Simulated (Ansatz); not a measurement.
The system is CoO.

```
O Co
1.0
     1.50547    0.86918    2.43993
    -1.50547    0.86918    2.43993
     0.00000   -1.73837    2.43993
O Co
1 1
Cartesian
  0.0000 0.0000 3.6599
  0.0000 0.0000 0.0000
```

The cell is a database's computed one.

The cell isn't the ideal one: the cell as VASP's run set it.

Base run:

* Program: Ansatz 0.2.0
* Functional: PBE
* Potentials or basis: all-electron LAPW, scalar-relativistic
* Cutoff: 363 eV (chosen from the basis error)
* Basis error allowed: 0.001 eV/atom
* k mesh: 11 × 11 × 11
* Occupations: gaussian, width 0.1 eV
* Spin: collinear spin, ferromagnetic start
* Starting moments: [0.0, 2.0] μB

Its results: band gap on the k mesh none (metal or under the smearing width); pressure -0.1 GPa; net moment 2.91 μB per cell; site moments O +0.31; Co +2.58 μB.

**Question.** The run is repeated on the same cell with these changes: functional from PBE to LDA; occupations from gaussian, width 0.1 eV to gaussian, width 0.05 eV. What comes out?

**Answer.** Band gap on the k mesh none (metal or under the smearing width); pressure -18.2 GPa; net moment 2.85 μB per cell; site moments O +0.33; Co +2.49 μB.

Caveats: a cell with one magnetic atom can't hold antiferromagnetic order, which such compounds often take; semilocal functionals often make such compounds metallic where correlation or magnetic order opens a gap, which also shifts bond lengths; so large a pressure means that the cell lies far from this level's equilibrium, or that cutoff or potentials fall short (some runs).
